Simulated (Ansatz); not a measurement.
Before relaxation, (001) slab as cut from the bulk (C, R-3m (No. 166), (0 0 1) face):

```
CELL_PARAMETERS angstrom
2.50685 0.00000 0.00000
-1.25342 2.17099 0.00000
0.00000 0.00000 29.93932
ATOMIC_POSITIONS crystal
C 0.33333 0.66667 0.25051
C 0.00000 0.00000 0.26777
C 0.00000 0.00000 0.31913
C 0.66667 0.33333 0.33629
C 0.66667 0.33333 0.38764
C 0.33333 0.66667 0.40491
C 0.33333 0.66667 0.45707
C 0.66667 0.33333 0.47434
C 0.66667 0.33333 0.52566
C 0.00000 0.00000 0.54293
C 0.00000 0.00000 0.59509
C 0.66667 0.33333 0.61236
C 0.66667 0.33333 0.66371
C 0.33333 0.66667 0.68087
C 0.33333 0.66667 0.73223
C 0.00000 0.00000 0.74949
```

All numbers below come from DFT PBEsol, scalar-relativistic, plane waves, PAW (Ansatz 0.2.0). Plane waves to 420 eV, a k mesh through Γ of 12×12×1 on the computed 16-atom cell and Gaussian smearing (0.05 eV); no spin polarisation. The cell repeats along c with a dipole correction in the vacuum.

All atoms are free. The cell is fixed. Force threshold 0.02 eV/Å.

```json
{"step": "1", "E − E_final (eV)": "1.118", "largest force (eV/Å)": "4.818"}
{"step": "2", "E − E_final (eV)": "0.283", "largest force (eV/Å)": "2.641"}
{"step": "3", "E − E_final (eV)": "0.018", "largest force (eV/Å)": "0.686"}
{"step": "4", "E − E_final (eV)": "0.000", "largest force (eV/Å)": "0.092"}
{"step": "5", "E − E_final (eV)": "0.000", "largest force (eV/Å)": "0.009"}
{"step": "6", "E − E_final (eV)": "0.000", "largest force (eV/Å)": "0.009"}
```

(1) What is the final structure?

Answers

(1)
```yaml
crystal:
  lattice:
    - [2.50685, 0.00000, 0.00000]
    - [-1.25342, 2.17099, 0.00000]
    - [0.00000, 0.00000, 29.93932]
  atoms:
    - { symbol: C, position: [0.33333, 0.66667, 0.25499] }
    - { symbol: C, position: [0.00000, 0.00000, 0.26375] }
    - { symbol: C, position: [0.00000, 0.00000, 0.31960] }
    - { symbol: C, position: [0.66667, 0.33333, 0.33584] }
    - { symbol: C, position: [0.66667, 0.33333, 0.38768] }
    - { symbol: C, position: [0.33333, 0.66667, 0.40485] }
    - { symbol: C, position: [0.33333, 0.66667, 0.45708] }
    - { symbol: C, position: [0.66667, 0.33333, 0.47433] }
    - { symbol: C, position: [0.66667, 0.33333, 0.52567] }
    - { symbol: C, position: [0.00000, 0.00000, 0.54292] }
    - { symbol: C, position: [0.00000, 0.00000, 0.59515] }
    - { symbol: C, position: [0.66667, 0.33333, 0.61232] }
    - { symbol: C, position: [0.66667, 0.33333, 0.66416] }
    - { symbol: C, position: [0.33333, 0.66667, 0.68040] }
    - { symbol: C, position: [0.33333, 0.66667, 0.73625] }
    - { symbol: C, position: [0.00000, 0.00000, 0.74502] }
```

Cost: 1 run of about 1.9 core-minutes, on Intel Xeon Platinum 8259CL (Skylake/Cascade Lake) (shared hosts).